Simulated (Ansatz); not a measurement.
HfO2 (P2_1/c) from a database of computed structures, relaxed with r2SCAN in the plane-wave code Ansatz: the symmetry is P2_1/c (No. 14, monoclinic); a = 5.114 Å, b = 5.181 Å, c = 5.295 Å, β = 99.5° in the conventional setting, 11.53 Å³ an atom. Hf is surrounded by 7 O at 2.04–2.25 Å; O is surrounded by 4 Hf at 2.14–2.25 Å; O is surrounded by 3 Hf at 2.04–2.14 Å. It was then strained (epitaxial in the xy plane), atoms relaxed again within the symmetry left. Unstrained, HSE06 gives 5.688 eV (Γ → Y₂, 4×4×4 mesh), and the band edges keep their places in every row. The normal direction was relaxed to zero stress. Stress is positive in compression. Calculated for a static, non-magnetic cell.

Axes as in this cell:
```
CELL_PARAMETERS angstrom
5.11386 0.00000 0.00476
0.00000 5.18141 0.00000
-0.87469 0.00000 5.22228
ATOMIC_POSITIONS crystal
Hf 0.27619 0.45818 0.70819
Hf 0.72381 0.95818 0.79181
Hf 0.72381 0.54182 0.29181
Hf 0.27619 0.04182 0.20819
O 0.44793 0.74232 0.97851
O 0.55207 0.24232 0.52149
O 0.55207 0.25768 0.02149
O 0.44793 0.75768 0.47851
O 0.07015 0.33387 0.34395
O 0.92985 0.83387 0.15605
O 0.92985 0.66613 0.65605
O 0.07015 0.16613 0.84395
```

```csv
strain (%),ε,"ΔE_g, HSE06 (eV)","Δσ_xx, r2SCAN (GPa)"
-3.0,-0.0300,+0.215,+14.18
-2.0,-0.0200,+0.114,+9.16
-1.0,-0.0100,+0.037,+4.46
+2.0,+0.0200,-0.044,-8.22
+3.0,+0.0300,-0.069,-11.99
```

Problem. Fit ΔE_g = a x + b x² to these rows by least squares, with x = ε.

Solution. The normal equations take Σx² = 2.700e-03, Σx³ = -1.000e-06, Σx⁴ = 1.950e-06, ΣxΔE = -1.205e-02 and Σx²ΔE = 1.631e-04, and give a = -4.43 eV, b = +81.4 eV; the largest residual is 0.015 eV.

Problem. Fit the change of σ_xx in the same way.

Solution. Δσ_xx = -435.6 x + (1209) x² GPa. The slope, 436 GPa, is the biaxial modulus of the film.

Problem. Predict the withheld row at +1.0 % (x = +0.0100).

Solution. ΔE_g ≈ -4.43 × (+0.0100) + (81.4) × (+0.0100)² = -0.036 eV, and Δσ_xx ≈ -4.24 GPa. The runs give -0.024 eV and -4.23 GPa, off by +0.012 eV and +0.01 GPa.

Spin-orbit coupling is left out, which matters wherever the heavy atoms make up the band edges.
